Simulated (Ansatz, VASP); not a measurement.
# Sb8H: VASP beside Ansatz

```
Sb H
1.0
     4.30840    0.00000    0.00000
    -2.15420    3.73118    0.00000
     0.00000    0.00000   28.78321
Sb H
8 1
Direct
  0.66667 0.33333 0.27794
  0.00000 0.00000 0.33037
  0.33333 0.66667 0.41444
  0.66667 0.33333 0.46899
  0.00000 0.00000 0.54963
  0.33333 0.66667 0.60536
  0.66667 0.33333 0.68263
  0.00000 0.00000 0.73968
  0.33333 0.66667 0.75982
```

Alike in both runs: functional PBE; k mesh 10 × 10 × 1; occupations gaussian, width 0.05 eV; no spin polarisation.

Ansatz relaxed the structure, and its values are those at the end. VASP's run is a single point on that final structure, the one shown.

|  | VASP | Ansatz |
| --- | --- | --- |
| version | VASP 6.6.1 | Ansatz 0.2.0 |
| potentials or method | VASP PAW PBE potentials, release 64 (Sb, H) | scalar-relativistic, plane waves, PAW |
| plane-wave cutoff (eV) | 520 | 420 |
| valence electrons in the cell | 41 | 121 |

|  | VASP | Ansatz | Ansatz less VASP |
| --- | --- | --- | --- |
| gap on the k mesh at the Fermi level (eV) | none | none | - |
| rms of the force components (eV/Å) | 0.108 | 0.093 | -0.0154 |

A gap of «none» marks a metal or a gap that the smearing closes. With one functional, cell and mesh, what is left measures potentials, basis and numerics. The two sets of potentials don't hold the same shells in valence. Ansatz warned: «xc_potential_rough_in_thin_density».

The runs have no spin-orbit coupling, so splittings on Sb are missing.
